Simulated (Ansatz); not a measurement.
Gd:

```
CELL_PARAMETERS angstrom
3.63600 0.00000 0.00000
-1.81800 3.14887 0.00000
0.00000 0.00000 5.78260
ATOMIC_POSITIONS crystal
Gd 0.66667 0.33333 0.75000
Gd 0.33333 0.66667 0.25000
```

Base run:

- Program: Ansatz 0.2.0
- Functional: PBEsol
- Potentials or basis: Ansatz PAW
- Cutoff: 420 eV (not typed: the program's choice for these potentials)
- k mesh: 7 × 7 × 4
- Occupations: fermi-dirac, width 0.05 eV
- Spin: collinear spin, ferromagnetic start
- Starting moments: [14.0, 14.0] μB
- Fixed moment: 28 μB

Its results: pressure 8.0 GPa; site moments Gd +12.60 μB.

**Question.** The run is repeated on the same cell with these changes: fixed moment from 28 μB to 7 μB; moments at the start from [14.0, 14.0] to [3.5, 3.5]. What comes out?

**Answer.** Pressure 3.7 GPa; site moments Gd +4.64 μB.

Caveats: the total moment is fixed, so each spin has its own Fermi level; the PAW data sets come from PBE, with cores solved anew for the run's functional, which leaves a small shift of forces and pressure; the thresholds are loose for stress.
